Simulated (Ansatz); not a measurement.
A run of Ansatz 0.2.0 is set up as follows.

Contents of input.yaml:

```yaml
crystal:
  lattice:
    - [2.9217699809, 0.0, 0.0]
    - [-1.4608849905, 2.5303270275, 0.0]
    - [0.0, 0.0, 5.916515]
  atoms:
    - { symbol: Ta, position: [0.0, 0.0, 0.5] }
    - { symbol: Ta, position: [0.0, 0.0, 0.0] }
    - { symbol: "N", position: [0.3333333333, 0.6666666667, 0.25] }
    - { symbol: "N", position: [0.6666666667, 0.3333333333, 0.75] }
hamiltonian:
  xc: rpbe
  pseudopotentials: { kind: paw }
kpoints:
  mp_grid: { grid: [10, 10, 5] }
  band_path:
    path:
      - [[0.0, 0.0, 0.0], [0.5, 0.0, 0.0], [0.3333333333, 0.3333333333, 0.0], [0.0, 0.0, 0.0], [0.0, 0.0, 0.5], [0.5, 0.0, 0.5], [0.3333333333, 0.3333333333, 0.5], [0.0, 0.0, 0.5]]
      - [[0.5, 0.0, 0.5], [0.5, 0.0, 0.0]]
      - [[0.3333333333, 0.3333333333, 0.0], [0.3333333333, 0.3333333333, 0.5]]
    npoints: 14
scf:
  occupations: { method: fermi_dirac, width: 0.05 }
  n_extra_bands: 10
output:
  forces: true
  stress: true
  eigenvalues: true
  fatbands: false
```

Potentials or basis: Ansatz PAW.

Launch:

```bash
$ ansatz run input.yaml --threads 2 --pin off --max-ram 5632MiB --backend cpu --events-out ev --progress --plain --runs-dir out
```

(1) Estimate the band gap on the k mesh.

(2) Predict the pressure.

## Answers

(1) none (metal or under the smearing width).

(2) 3.6 GPa.

Caveat: the pressure holds a Pulay correction of +0.4 GPa for the finite cutoff; spin-orbit coupling is left out, which moves the levels of the heavy elements; the PAW data sets come from PBE, with cores solved anew for the run's functional, which leaves a small shift of forces and pressure.
